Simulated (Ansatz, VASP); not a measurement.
Given: the input of a run of VASP 6.6.1 on CoSi.

INCAR

```
PREC = Accurate ; ENCUT = 520
EDIFF = 1E-6 ; ISMEAR = -1
SIGMA = 0.05 ; LREAL = F
LASPH = T ; NELM = 150
ALGO = Normal ; ISIF = 2
LWAVE = F ; LCHARG = T
ISPIN = 2 ; MAGMOM = 2 0
LORBIT = 11 ; LMAXMIX = 4
GGA = PS ; LELF = T
LVHAR = T ; NBANDS = 18
```

Contents of KPOINTS:

```
regular mesh
0
Gamma
  10 10 10
```

The input POSCAR:

```
CoSi
1.0
    2.8358838098      0.0000000000      0.0000000000
    0.0000000000      2.8358838098      0.0000000000
    0.0000000000      0.0000000000      2.8358838098
Co Si
1 1
Direct
    0.0000000000      0.0000000000      0.0000000000
    0.5000000000      0.5000000000      0.5000000000
```

Potentials or basis: VASP PAW PBE potentials, release 64 (Co, Si).

The run is started by

```bash
$ cat potpaw_PBE.64/Co/POTCAR potpaw_PBE.64/Si/POTCAR > POTCAR
$ mpirun -np 1 vasp_std > vasp.out
```

Q: Translate it to Ansatz 0.2.0. Potentials there: all-electron LAPW, scalar-relativistic.

A: As run (the cutoff follows the program's own potentials):

input.yaml

```yaml
crystal:
  lattice:
    - [2.8358838098, 0.0, 0.0]
    - [0.0, 2.8358838098, 0.0]
    - [0.0, 0.0, 2.8358838098]
  atoms:
    - { symbol: Co, position: [0.0, 0.0, 0.0], spin: 2.0 }
    - { symbol: Si, position: [0.5, 0.5, 0.5] }
kpoints:
  mp_grid: { grid: [10, 10, 10] }
scf:
  occupations: { method: fermi_dirac, width: 0.05 }
hamiltonian:
  xc: pbesol
  pseudopotentials: { kind: all_electron, lapw: { basis_error: 0.001 } }
magnetization:
  spin_polarized: true
output:
  forces: true
  stress: true
  eigenvalues: true
```

Potentials or basis: all-electron LAPW, scalar-relativistic.

Run with:

```console
$ ansatz run input.yaml --threads 2 --pin off --max-ram 6144MiB --backend cpu --events-out ev --progress --plain --runs-dir out
```

Both were run:

|  | VASP | Ansatz | Ansatz less VASP |
| --- | --- | --- | --- |
| gap on the k mesh at the Fermi level (eV) | none | none | - |
| pressure (GPa) | -16.9 | -16.9 | -0.03 |
| net moment per atom (μB) | 0.27 | 0.28 | +0.007 |
| size of the moment on the site where the two differ most (μB) | 0.56 | 0.58 | +0.019 |

Site moments also hang on the region over which each program counts them. A gap of «none» marks a metal or a gap that the smearing closes. Ansatz ran all-electron here, so the differences hold the error of VASP's frozen core and of both bases.

Caveats: so large a pressure means that the cell lies far from this level's equilibrium, or that cutoff or potentials fall short (VASP); the potentials were made for another functional, which shifts forces and pressure (VASP).
